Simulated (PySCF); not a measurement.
**Charge-transfer reorganisation: SMILES C1=CC=CC=N1, C5H5N**

Molfile (atoms numbered from 1):
```
C5H5N
     RDKit          3D

 11 11  0  0  0  0  0  0  0  0999 V2000
    0.0771    1.1320   -0.0132 C   0  0  0  0  0  0  0  0  0  0  0  0
    1.2312    0.3456    0.0137 C   0  0  0  0  0  0  0  0  0  0  0  0
    1.0884   -1.0464    0.0383 C   0  0  0  0  0  0  0  0  0  0  0  0
   -0.0950   -1.6656    0.0375 N   0  0  0  0  0  0  0  0  0  0  0  0
   -1.1937   -0.9065    0.0115 C   0  0  0  0  0  0  0  0  0  0  0  0
   -1.1647    0.4925   -0.0144 C   0  0  0  0  0  0  0  0  0  0  0  0
    0.1441    2.2230   -0.0328 H   0  0  0  0  0  0  0  0  0  0  0  0
    2.2256    0.7982    0.0157 H   0  0  0  0  0  0  0  0  0  0  0  0
    1.9766   -1.6897    0.0595 H   0  0  0  0  0  0  0  0  0  0  0  0
   -2.1539   -1.4366    0.0112 H   0  0  0  0  0  0  0  0  0  0  0  0
   -2.0962    1.0630   -0.0348 H   0  0  0  0  0  0  0  0  0  0  0  0
  1  2  2  0
  2  3  1  0
  3  4  2  0
  4  5  1  0
  5  6  2  0
  6  1  1  0
  1  7  1  0
  2  8  1  0
  3  9  1  0
  5 10  1  0
  6 11  1  0
M  END
```

Computed, not measured: UKS B3LYP/def2-SVP four-point reorganisation energy, gas phase (PySCF). Geometry: B3LYP/def2-SVP.

(1) What is the inner reorganisation energy for hole transfer, with the ionisation energy?

## Answers

(1) λ = 0.709 (surface of the oxidised species) + 0.452 (surface of the starting species) = 1.161 eV. The ionisation energy is 9.69 eV vertical and 8.98 eV adiabatic without zero-point energy; at the relaxed geometry of the oxidised species the two energies differ by 8.52 eV. Largest bond changes: N4–C5 1.336 → 1.312 Å, C3–N4 1.336 → 1.312 Å, C2–C3 1.399 → 1.408 Å, C5–C6 1.399 → 1.408 Å, C6–C1 1.397 → 1.399 Å. ⟨S²⟩ of the relaxed oxidised species 0.757.
